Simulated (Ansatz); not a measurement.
The calculation used DFT PBE+D3(BJ), scalar-relativistic, plane waves, PAW in Ansatz 0.2.0. Settings: cutoff 420 eV, Γ-centred meshes spaced at most about 0.3 Å⁻¹ (2π included), Gaussian smearing. No spin polarisation.

These are static total energies at zero pressure.

Compare these two cells of MgS, each relaxed at this level.

A.

```
CELL_PARAMETERS angstrom
0.00000 2.57739 2.57739
2.57739 0.00000 2.57739
2.57739 2.57739 0.00000
ATOMIC_POSITIONS crystal
Mg 0.00000 0.00000 0.00000
S 0.50000 0.50000 0.50000
```

B.

```
CELL_PARAMETERS angstrom
3.99126 0.00000 0.00000
-1.99563 3.45653 0.00000
0.00000 0.00000 12.91185
ATOMIC_POSITIONS crystal
Mg 0.66667 0.33333 0.03825
Mg 0.00000 0.00000 0.28733
Mg 0.00000 0.00000 0.78733
Mg 0.33333 0.66667 0.53825
S 0.66667 0.33333 0.22688
S 0.00000 0.00000 0.97650
S 0.00000 0.00000 0.47650
S 0.33333 0.66667 0.72688
```

Question: Which is lower in energy, and by how much?

Answer: A is lower, by 97 meV/atom. A has the rock salt type, space group Fm-3m (No. 225), 17.1 Å³/atom and a gap of 2.85 eV on its mesh; B has space group P6_3mc (No. 186), 22.3 Å³/atom and a gap of 3.56 eV. Counting S atoms around Mg (those within 1.25 times the shortest such distance or 1.15 times the sum of covalent radii, 1.27 where that leaves under three), A has Mg 6 and B has Mg 4. The denser one is the lower, and pressure would at first widen the difference. In A, Mg is surrounded by 6 S at 2.58 Å; S has 6 Mg at 2.58 Å. In B, Mg on its first site has 4 S at 2.44 Å; Mg on its second site has 4 S at 2.43–2.44 Å; S on its first site has 4 Mg at 2.43–2.44 Å; 1 more site not described. Origin: A, reached from a Materials Project cell; B, invented. Shaken at random and relaxed again, B came back. Checks on B: no imaginary mode on a 2×2×1 q mesh.

Kohn–Sham gaps at this level usually fall short of measured ones.
